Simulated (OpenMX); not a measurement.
# CaSe under changes of volume

One of the cells (26.346 Å³/atom); the others are scaled copies at fixed shape and fractional positions:

```xyz
2
Lattice="0.0000 2.9756 2.9756 2.9756 0.0000 2.9756 2.9756 2.9756 0.0000" Properties=species:S:1:pos:R:3 pbc="T T T"
Se    2.9756    2.9756    2.9756
Ca    0.0000    0.0000    0.0000
```

* Program: OpenMX 3.8.5
* Functional: PBE
* Potentials or basis: OpenMX 2013 PBE set, Se7.0-s3p2d2, Ca9.0-s3p2d1, fixed grid of 32 × 32 × 32 points
* k mesh: 9 × 9 × 9
* Occupations: fermi-dirac, width 0.05 eV
* Spin: no spin polarisation

```csv
volume (Å³/atom),energy over the lowest point (meV/atom),gap on the mesh (eV)
24.280,?,?
24.796,21.45,1.86
25.313,10.75,1.91
26.346,0.45,2.01
26.863,0.00,2.05
27.379,2.43,2.09
```

What does the run at 24.280 Å³/atom give?

Energy over the lowest point 36.34 meV/atom; gap on the mesh 1.80 eV.

Worked out: A Birch-Murnaghan fit of order 3 (a polynomial in V^(-2/3)) to the other rows has its minimum at 26.67 Å³/atom with B0 = V·E''(V) = 46 GPa and B' = 4.3. It gives 36.31 meV/atom at 24.280 Å³/atom, against the run's 36.34. A straight line through the other rows of the gap, of slope 2.34 eV per unit of ln V, extrapolates to 1.81 eV, against the run's 1.80.

Energies are extrapolated to zero smearing.

Caveats: an odd mesh through Γ misses points on the zone boundary, where band edges often lie; the basis of atomic orbitals isn't converged, which shifts pressures, moduli and gaps. Spin-orbit coupling on Se is left out.
